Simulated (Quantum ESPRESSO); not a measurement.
# KMgF3 under changes of volume

One of the cells (12.665 Å³/atom); the others are scaled copies at fixed shape and fractional positions:

```xyz
5
Lattice="3.9859 0.0000 0.0000 0.0000 3.9859 0.0000 0.0000 0.0000 3.9859" Properties=species:S:1:pos:R:3 pbc="T T T"
K     1.9929    1.9929    1.9929
Mg    0.0000    0.0000    0.0000
F     0.0000    0.0000    1.9929
F     0.0000    1.9929    0.0000
F     1.9929    0.0000    0.0000
```

```yaml
Program: Quantum ESPRESSO 7.5
Functional: PBE
Potentials_or_basis: SSSP 1.3 efficiency PBE
Cutoff: 816 eV
Density_cutoff: 6531 eV
k_mesh: 7 × 7 × 7
Occupations: fermi-dirac, width 0.05 eV
Spin: no spin polarisation
```

```tsv
volume (Å³/atom)	energy over the lowest point (meV/atom)	pressure (GPa)	gap on the mesh (eV)
11.905	36.62	9.5	7.83
12.159	23.40	7.3	7.66
12.412	?	?	?
12.665	6.42	3.6	7.34
12.918	2.02	2.0	7.19
13.172	0.00	0.6	7.05
13.425	0.11	-0.7	6.91
```

What does the run at 12.412 Å³/atom give?

Energy over the lowest point 13.44 meV/atom; pressure 5.3 GPa; gap on the mesh 7.50 eV.

Worked out: A Birch-Murnaghan fit of order 3 (a polynomial in V^(-2/3)) to the other rows has its minimum at 13.28 Å³/atom with B0 = V·E''(V) = 68 GPa and B' = 4.3. It gives 13.45 meV/atom at 12.412 Å³/atom, against the run's 13.44, and -dE/dV = 5.3 GPa, against 5.3. A straight line through the other rows of the gap, of slope -7.66 eV per unit of ln V, gives 7.50 eV, against the run's 7.50.

Energies are extrapolated to zero smearing.

Caveats: an odd mesh through Γ misses points on the zone boundary, where band edges often lie.
